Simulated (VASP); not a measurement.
# CdSe: X-ray absorption with a core hole, part 2 of 5

Wanted: the near-edge structure of CdSe. The cell has space group F-43m, a computed entry that need not be the common form of this compound. The start is a computed cell from the Materials Project.

VASP 6.6.1, plane waves and PAW; the level of theory is named at each step.

So far: The structure; Supercell without a hole.

### Step 2. Supercell without a hole (continued)

Level of this step: PBE; plane waves and PAW (Cd, Cd, Se) (VASP).

OUTCAR, selected parts (step 2):

```text
ion  position               nearest neighbor table
   1  0.000  0.000  0.000-  28 2.66  30 2.66  34 2.66  46 2.66
   2  0.000  0.000  0.333-  28 2.66  29 2.66  35 2.66  47 2.66
   3  0.000  0.000  0.667-  30 2.66  29 2.66  36 2.66  48 2.66
   4  0.000  0.333  0.000-  28 2.66  31 2.66  33 2.66  49 2.66
   5  0.000  0.333  0.333-  29 2.66  31 2.66  50 2.66  32 2.66
   6  0.000  0.333  0.667-  30 2.66  32 2.66  33 2.66  51 2.66
   7  0.000  0.667  0.000-  34 2.66  31 2.66  36 2.66  52 2.66
   8  0.000  0.667  0.333-  32 2.66  34 2.66  35 2.66  53 2.66
   9  0.000  0.667  0.667-  36 2.66  35 2.66  33 2.66  54 2.66
  10  0.333  0.000  0.000-  28 2.66  37 2.66  39 2.66  43 2.66
  11  0.333  0.000  0.333-  29 2.66  37 2.66  44 2.66  38 2.66
  12  0.333  0.000  0.667-  30 2.66  38 2.66  39 2.66  45 2.66
  13  0.333  0.333  0.000-  31 2.66  37 2.66  42 2.66  40 2.66
  14  0.333  0.333  0.333-  32 2.66  38 2.66  40 2.66  41 2.66
  15  0.333  0.333  0.667-  33 2.66  39 2.66  41 2.66  42 2.66
  16  0.333  0.667  0.000-  34 2.66  40 2.66  43 2.66  45 2.66
  17  0.333  0.667  0.333-  35 2.66  41 2.66  43 2.66  44 2.66
  18  0.333  0.667  0.667-  36 2.66  42 2.66  44 2.66  45 2.66
  19  0.667  0.000  0.000-  46 2.66  37 2.66  48 2.66  52 2.66
  20  0.667  0.000  0.333-  38 2.66  46 2.66  47 2.66  53 2.66
  21  0.667  0.000  0.667-  48 2.66  47 2.66  39 2.66  54 2.66
  22  0.667  0.333  0.000-  40 2.66  46 2.66  49 2.66  51 2.66
  23  0.667  0.333  0.333-  41 2.66  47 2.66  49 2.66  50 2.66
  24  0.667  0.333  0.667-  42 2.66  48 2.66  50 2.66  51 2.66
  25  0.667  0.667  0.000-  52 2.66  49 2.66  43 2.66  54 2.66
  26  0.667  0.667  0.333-  44 2.66  50 2.66  52 2.66  53 2.66
  27  0.667  0.667  0.667-  54 2.66  51 2.66  53 2.66  45 2.66
  28  0.083  0.083  0.083-   1 2.66   2 2.66   4 2.66  10 2.66
  29  0.083  0.083  0.417-   2 2.66   3 2.66   5 2.66  11 2.66
  30  0.083  0.083  0.750-   3 2.66   1 2.66   6 2.66  12 2.66
  31  0.083  0.417  0.083-   4 2.66   5 2.66   7 2.66  13 2.66
  32  0.083  0.417  0.417-   6 2.66   8 2.66  14 2.66   5 2.66
  33  0.083  0.417  0.750-   4 2.66   6 2.66   9 2.66  15 2.66
  34  0.083  0.750  0.083-   7 2.66   1 2.66   8 2.66  16 2.66
  35  0.083  0.750  0.417-   2 2.66   8 2.66   9 2.66  17 2.66
  36  0.083  0.750  0.750-   9 2.66   7 2.66   3 2.66  18 2.66
  37  0.417  0.083  0.083-  10 2.66  11 2.66  13 2.66  19 2.66
  38  0.417  0.083  0.417-  12 2.66  14 2.66  20 2.66  11 2.66
  39  0.417  0.083  0.750-  10 2.66  12 2.66  15 2.66  21 2.66
  40  0.417  0.417  0.083-  14 2.66  16 2.66  22 2.66  13 2.66
  41  0.417  0.417  0.417-  15 2.66  17 2.66  23 2.66  14 2.66
  42  0.417  0.417  0.750-  13 2.66  18 2.66  24 2.66  15 2.66
  43  0.417  0.750  0.083-  10 2.66  16 2.66  17 2.66  25 2.66
  44  0.417  0.750  0.417-  11 2.66  18 2.66  26 2.66  17 2.66
  45  0.417  0.750  0.750-  12 2.66  16 2.66  18 2.66  27 2.66
  46  0.750  0.083  0.083-  19 2.66   1 2.66  20 2.66  22 2.66
  47  0.750  0.083  0.417-   2 2.66  20 2.66  21 2.66  23 2.66
  48  0.750  0.083  0.750-  21 2.66  19 2.66   3 2.66  24 2.66
  49  0.750  0.417  0.083-   4 2.66  22 2.66  23 2.66  25 2.66
  50  0.750  0.417  0.417-   5 2.66  24 2.66  26 2.66  23 2.66
  51  0.750  0.417  0.750-   6 2.66  22 2.66  24 2.66  27 2.66
  52  0.750  0.750  0.083-  25 2.66  19 2.66   7 2.66  26 2.66
  53  0.750  0.750  0.417-   8 2.66  20 2.66  26 2.66  27 2.66
  54  0.750  0.750  0.750-  27 2.66  21 2.66  25 2.66   9 2.66

  LATTYP: Found a face centered cubic cell.
 ALAT       =    18.4216271916

 Subroutine GETGRP returns: Found 24 space group operations
 (whereof 24 operations were pure point group operations)

The static configuration has the point symmetry T_d .

 Found      3 irreducible k-points:

   k-points           NKPTS =      3   k-points in BZ     NKDIM =      3   number of bands    NBANDS=    291

   dimension x,y,z NGX =    90 NGY =   90 NGZ =   90
   dimension x,y,z NGXF=   180 NGYF=  180 NGZF=  180

   ENCUT  =  400.0 eV  29.40 Ry    5.42 a.u.  21.24 21.24 21.24*2*pi/ulx,y,z

   NELECT =     486.0000    total number of electrons

 k-points in reciprocal lattice and weights: Automatic mesh
   0.00000000  0.00000000  0.00000000       0.125
   0.50000000  0.00000000  0.00000000       0.500
   0.50000000  0.50000000  0.00000000       0.375

 the core state eigenenergies are
   1-  1s -26514.5885  2s  -3931.7568  2p  -3527.0106  3s   -728.6541  3p   -595.9432
       3d   -388.3911  4s   -100.8829  4p    -61.9479
   2-  1s -26514.5885  2s  -3931.7568  2p  -3527.0106  3s   -728.6541  3p   -595.9432
       3d   -388.3911  4s   -100.8829  4p    -61.9479
   3-  1s -26514.5885  2s  -3931.7568  2p  -3527.0106  3s   -728.6541  3p   -595.9432
       3d   -388.3911  4s   -100.8829  4p    -61.9479
   4-  1s -26514.5885  2s  -3931.7568  2p  -3527.0106  3s   -728.6541  3p   -595.9432
       3d   -388.3911  4s   -100.8829  4p    -61.9479
   5-  1s -26514.5885  2s  -3931.7568  2p  -3527.0106  3s   -728.6541  3p   -595.9432
       3d   -388.3911  4s   -100.8829  4p    -61.9479
   6-  1s -26514.5885  2s  -3931.7568  2p  -3527.0106  3s   -728.6541  3p   -595.9432
       3d   -388.3911  4s   -100.8829  4p    -61.9479
   7-  1s -26514.5885  2s  -3931.7568  2p  -3527.0106  3s   -728.6541  3p   -595.9432
       3d   -388.3911  4s   -100.8829  4p    -61.9479
   8-  1s -26514.5885  2s  -3931.7568  2p  -3527.0106  3s   -728.6541  3p   -595.9432
       3d   -388.3911  4s   -100.8829  4p    -61.9479
   9-  1s -26514.5885  2s  -3931.7568  2p  -3527.0106  3s   -728.6541  3p   -595.9432
       3d   -388.3911  4s   -100.8829  4p    -61.9479
  10-  1s -26514.5885  2s  -3931.7568  2p  -3527.0106  3s   -728.6541  3p   -595.9432
       3d   -388.3911  4s   -100.8829  4p    -61.9479
  11-  1s -26514.5885  2s  -3931.7568  2p  -3527.0106  3s   -728.6541  3p   -595.9432
       3d   -388.3911  4s   -100.8829  4p    -61.9479
  12-  1s -26514.5885  2s  -3931.7568  2p  -3527.0106  3s   -728.6541  3p   -595.9432
       3d   -388.3911  4s   -100.8829  4p    -61.9479
  13-  1s -26514.5885  2s  -3931.7568  2p  -3527.0106  3s   -728.6541  3p   -595.9432
       3d   -388.3911  4s   -100.8829  4p    -61.9479
  14-  1s -26514.5885  2s  -3931.7568  2p  -3527.0106  3s   -728.6541  3p   -595.9432
       3d   -388.3911  4s   -100.8829  4p    -61.9479
  15-  1s -26514.5885  2s  -3931.7568  2p  -3527.0106  3s   -728.6541  3p   -595.9432
       3d   -388.3911  4s   -100.8829  4p    -61.9479
  16-  1s -26514.5885  2s  -3931.7568  2p  -3527.0106  3s   -728.6541  3p   -595.9432
       3d   -388.3911  4s   -100.8829  4p    -61.9479
  17-  1s -26514.5885  2s  -3931.7568  2p  -3527.0106  3s   -728.6541  3p   -595.9432
[...]
3d   -388.3911  4s   -100.8829  4p    -61.9479
  23-  1s -26514.5885  2s  -3931.7568  2p  -3527.0106  3s   -728.6541  3p   -595.9432
       3d   -388.3911  4s   -100.8829  4p    -61.9479
  24-  1s -26514.5885  2s  -3931.7568  2p  -3527.0106  3s   -728.6541  3p   -595.9432
       3d   -388.3911  4s   -100.8829  4p    -61.9479
  25-  1s -26514.5885  2s  -3931.7568  2p  -3527.0106  3s   -728.6541  3p   -595.9432
       3d   -388.3911  4s   -100.8829  4p    -61.9479
  26-  1s -26514.5885  2s  -3931.7568  2p  -3527.0106  3s   -728.6541  3p   -595.9432
       3d   -388.3911  4s   -100.8829  4p    -61.9479
  27-  1s -26514.5885  2s  -3931.7568  2p  -3527.0106  3s   -728.6541  3p   -595.9432
       3d   -388.3911  4s   -100.8829  4p    -61.9479
  28-  1s -12495.9610  2s  -1599.4740  2p  -1405.8228  3s   -206.1383  3p   -145.6084
[...]
54-  1s -12495.9611  2s  -1599.4741  2p  -1405.8229  3s   -206.1384  3p   -145.6085
       3d    -45.7927

 E-fermi :   0.9753

 k-point     1 :       0.0000    0.0000    0.0000
  band No.  band energies     occupation
    ...
    239       0.1730      2.00000
    240       0.1730      2.00000
    241       0.7232      2.00000
    242       0.7232      2.00000
    243       0.7232      2.00000
    244       1.2692      0.00000
    245       3.0855      0.00000
    246       3.0855      0.00000
    247       3.0855      0.00000
    248       3.0855      0.00000
    ...

 k-point     2 :       0.5000    0.0000    0.0000
  band No.  band energies     occupation
    ...
    239       0.0135      2.00000
    240       0.5247      2.00000
    241       0.5247      2.00000
    242       0.5247      2.00000
    243       0.5247      2.00000
    244       2.5760      0.00000
    245       2.5760      0.00000
    246       3.0760      0.00000
    247       3.9112      0.00000
    248       3.9112      0.00000
    ...

 k-point     3 :       0.5000    0.5000    0.0000
  band No.  band energies     occupation
    ...
    239       0.1964      2.00000
    240       0.4082      2.00000
    241       0.4082      2.00000
    242       0.4082      2.00000
    243       0.4082      2.00000
    244       3.1235      0.00000
    245       3.1235      0.00000
    246       3.5618      0.00000
    247       3.5618      0.00000
    248       3.5618      0.00000
    ...

  Total       11.7492120     11.7492120     11.7492120      0.0000000     -0.0000000     -0.0000000
  in kB       12.0446823     12.0446823     12.0446823      0.0000000     -0.0000000     -0.0000000
  external PRESSURE =      12.0446823 kB  Pullay stress =       0.0000000 kB

  energy-cutoff  :      400.00
  volume of cell :     1562.87
      direct lattice vectors                 reciprocal lattice vectors
     0.000000000  9.210813596  9.210813596    -0.054284021  0.054284021  0.054284021
     9.210813596  0.000000000  9.210813596     0.054284021 -0.054284021  0.054284021
     9.210813596  9.210813596  0.000000000     0.054284021  0.054284021 -0.054284021

 POSITION                                       TOTAL-FORCE (eV/Angst)
 -----------------------------------------------------------------------------------
      0.00000      0.00000      0.00000         0.000000      0.000000     -0.000000
      3.07027      3.07027      0.00000        -0.000001     -0.000001      0.000003
      6.14054      6.14054      0.00000         0.000001      0.000001      0.000003
      3.07027      0.00000      3.07027        -0.000001      0.000003     -0.000001
      6.14054      3.07027      3.07027        -0.000000      0.000000      0.000000
      9.21081      6.14054      3.07027        -0.000003      0.000001     -0.000001
      6.14054      0.00000      6.14054         0.000001      0.000003      0.000001
      9.21081      3.07027      6.14054        -0.000003     -0.000001      0.000001
     12.28108      6.14054      6.14054        -0.000001      0.000001      0.000001
      0.00000      3.07027      3.07027         0.000003     -0.000001     -0.000001
      3.07027      6.14054      3.07027         0.000000     -0.000000      0.000000
      6.14054      9.21081      3.07027         0.000001     -0.000003     -0.000001
      3.07027      3.07027      6.14054         0.000000      0.000000     -0.000000
      6.14054      6.14054      6.14054        -0.000000     -0.000000     -0.000000
      9.21081      9.21081      6.14054         0.000000      0.000000      0.000001
      6.14054      3.07027      9.21081         0.000001     -0.000001     -0.000003
      9.21081      6.14054      9.21081         0.000000      0.000001     -0.000000
     12.28108      9.21081      9.21081        -0.000001      0.000000     -0.000000
      0.00000      6.14054      6.14054         0.000003      0.000001      0.000001
      3.07027      9.21081      6.14054        -0.000001     -0.000003      0.000001
      6.14054     12.28108      6.14054         0.000001     -0.000001      0.000001
      3.07027      6.14054      9.21081        -0.000001      0.000001     -0.000003
      6.14054      9.21081      9.21081         0.000001      0.000000     -0.000000
      9.21081     12.28108      9.21081         0.000000     -0.000001      0.000000
      6.14054      6.14054     12.28108         0.000001      0.000001     -0.000001
      9.21081      9.21081     12.28108         0.000000      0.000000     -0.000001
     12.28108     12.28108     12.28108        -0.000001     -0.000001     -0.000001
      1.53514      1.53514      1.53514         0.000001      0.000001      0.000001
      4.60541      4.60541      1.53514        -0.000000      0.000000     -0.000001
      7.67568      7.67568      1.53514        -0.000001     -0.000001      0.000001
      4.60541      1.53514      4.60541        -0.000000     -0.000001     -0.000000
      7.67568      4.60541      4.60541         0.000001      0.000000     -0.000000
     10.74595      7.67568      4.60541         0.000001     -0.000001      0.000001
      7.67568      1.53514      7.67568        -0.000001      0.000001     -0.000001
     10.74595      4.60541      7.67568         0.000001      0.000001     -0.000001
     13.81622      7.67568      7.67568        -0.000001     -0.000001     -0.000001
      1.53514      4.60541      4.60541        -0.000001      0.000000     -0.000000
      4.60541      7.67568      4.60541        -0.000000      0.000001     -0.000000
      7.67568     10.74595      4.60541        -0.000001      0.000001      0.000001
      4.60541      4.60541      7.67568        -0.000000      0.000000      0.000001
      7.67568      7.67568      7.67568        -0.000000     -0.000000     -0.000000
     10.74595     10.74595      7.67568         0.000000      0.000000     -0.000000
      7.67568      4.60541     10.74595        -0.000001      0.000001      0.000001
     10.74595      7.67568     10.74595         0.000000     -0.000000      0.000000
     13.81622     10.74595     10.74595        -0.000001      0.000001      0.000001
      1.53514      7.67568      7.67568         0.000001     -0.000001     -0.000001
      4.60541     10.74595      7.67568         0.000001      0.000001     -0.000001
      7.67568     13.81622      7.67568        -0.000001     -0.000001     -0.000001
      4.60541      7.67568     10.74595         0.000001     -0.000001      0.000001
      7.67568     10.74595     10.74595        -0.000000      0.000000      0.000000
     10.74595     13.81622     10.74595         0.000001     -0.000001      0.000001
      7.67568      7.67568     13.81622        -0.000001     -0.000001     -0.000001
     10.74595     10.74595     13.81622         0.000001      0.000001     -0.000001
     13.81622     13.81622     13.81622        -0.000000      0.000000     -0.000000
 -----------------------------------------------------------------------------------
    total drift:                               -0.000019     -0.000019     -0.000019

  FREE ENERGIE OF THE ION-ELECTRON SYSTEM (eV)
  ---------------------------------------------------
  free  energy   TOTEN  =      -148.0780021478 eV

  energy  without entropy=     -148.0780021478  energy(sigma->0) =     -148.07800215
```

These are scalar-relativistic Kohn-Sham levels of the ground state, with no core hole, so they are not binding energies.

This step gave:

* free energy (TOTEN): -148.0780 eV
* Fermi energy: 0.9753 eV
* pressure: 1.204 GPa

The two shallowest core shells; atoms whose shallowest level rounds to another's at 0.01 eV are left out. Core levels, by row:

```tsv
atom	shell	level below the valence-band top (eV)
Cd1	4s	101.6
Cd1	4p	62.67
Se28	3p	146.3
Se28	3d	46.52
```

(Continued in part 3 of 5.)

[Lines on the potential files, build, host, timing and source positions are cut from VASP's logs without a mark.]

[Logs are printed without paths, hosts, clocks, repeated set-up lines and the standing remarks that a program may print on its own settings, such as how far it seeks lower states.]

[Hosts, paths, dates, database ids (printed as entryN), source tags and the programs' standing remarks are cut or masked in the printed files.]
